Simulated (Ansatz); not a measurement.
# NdH3: the cost of one run

Method: DFT PBE, scalar-relativistic, plane waves, PAW; 4f electrons in the core of a trivalent norm-conserving potential, unless a step names another level, in Ansatz 0.2.0.

14 further runs of the same task are left out: 1 that didn't finish, 13 set aside as unsound or not needed. Runs told in other sessions of the task aren't counted.

## Step 1: Plan

Pauling electronegativities: Nd 1.14, H 2.20 (spread 1.06). The formula balances with common oxidation states: Nd +3, H -1. Tabulated atomic sizes suggest about 12 Å³/atom. 35 candidates were drawn, by swapping species into database cells of other compounds, at random by space group and Wyckoff sites, or by hand, as the table says:

```csv
name,made from,space group no.,Wyckoff sites,atoms (primitive cell),V (Å³/atom)
c01,random,140,"Nd 4d; H 8h, 4c",8,14.3
c02,database cell of CdPt3,65,"Nd 2a; H 2b, 4f",4,11.5
c03,random,30,"Nd 2a; H 4c, 2b",8,13.9
c04,random,191,"Nd 1a; H 1b, 2e",4,15.4
c05,database cell of RuCl3,193,Nd 2b; H 6g,8,11.9
c06,database cell of LiCd3,225,"Nd 4a; H 8c, 4b",4,12.2
c07,random,186,Nd 2a; H 6c,8,13.6
c08,random,156,"Nd 1a; H 1a, 1a, 1c",4,14.6
c09,database cell of ScF3,221,Nd 1a; H 3d,4,15.7
c10,random,47,"Nd 1f; H 2j, 1c",4,13.1
c11,database cell of RhCl3,12,"Nd 4g; H 4i, 8j",8,11.3
c12,database cell of HoPt3,221,Nd 1a; H 3c,4,12.1
c13,database cell of Zn3Au,194,Nd 2d; H 6h,8,12.0
c14,random,139,"Nd 2a; H 4c, 2b",4,15.1
c15,database cell of CrNi3,166,"Nd 3a; H 6c, 3b",4,13.7
c16,random,6,"Nd 1a; H 2c, 1a",4,12.5
c17,random,186,Nd 2b; H 6c,8,15.9
c18,database cell of La3Mg,44,"Nd 2a; H 2b, 4d",4,16.1
c19,database cell of LiMg3,225,"Nd 4b; H 4a, 8c",4,17.2
c20,random,139,"Nd 2b; H 4d, 2a",4,13.1
c21,random,191,Nd 1b; H 3f,4,14.6
c22,random,216,"Nd 4b, 4d; H 24f",8,14.4
c23,random,191,Nd 1b; H 3g,4,14.4
c24,random,38,"Nd 2a; H 2a, 4d",4,15.9
c25,random,187,"Nd 2g; H 1a, 3k, 2h",8,13.0
c26,random,191,Nd 1a; H 3f,4,13.3
c27,random,2,"Nd 1a; H 1b, 1h, 1f",4,13.0
c28,random,143,Nd 1a; H 3d,4,13.6
c29,database cell of YSn3,139,"Nd 2a; H 2b, 4d",4,12.5
c30,random,107,"Nd 2a; H 4b, 2a",4,12.5
c31,database cell of ZnFe3,65,"Nd 2a; H 4l, 2d",4,12.9
c32,database cell of YI3,148,Nd 6c; H 18f,8,13.6
c33,random,99,"Nd 1b; H 2c, 1a",4,12.6
c34,database cell of ScF3,155,Nd 3a; H 9e,4,15.8
c35,random,98,"Nd 4a; H 8e, 4b",8,12.9
```

## Step 2: Screening run of c14

Contents of input.yaml:

```yaml
crystal:
  lattice:
    - [-2.46508893, 2.46508893, 2.49201442]
    - [2.46508893, -2.46508893, 2.49201442]
    - [2.46508893, 2.46508893, -2.49201442]
  atoms:
    - { symbol: Nd, position: [0.0, 0.0, 0.0] }
    - { symbol: H, position: [0.5, 0.0, 0.5] }
    - { symbol: H, position: [0.0, 0.5, 0.5] }
    - { symbol: H, position: [0.5, 0.5, 0.0] }
basis:
  ecutwfc: 660
kpoints:
  mp_grid: { grid: [4, 4, 4] }
hamiltonian:
  xc: pbe
  pseudopotentials:
    kind: paw
    azcp: { Nd: "pseudopotentials/pbe/nc/lanthanide_3plus/Nd.nc.azcp" }
scf:
  occupations: { method: gaussian, width: 0.15 }
  lower_state_search: "off"
output:
  forces: true
  stress: true
  eigenvalues: true
relax:
  adjacent_minimum: "off"
  f_tol: 0.08
  max_steps: 16
  cell: { stress_tol: 0.8 }
```

Started as:

```
$ ansatz run input.yaml --threads 1 --pin off --max-ram 2816MiB --backend cpu --events-out ev --progress --plain --runs-dir out
```

Q: Estimate wall time and peak memory on 1 thread of Arm Neoverse V2, shared host.

About 5 s, with a peak of 0.29 GiB.
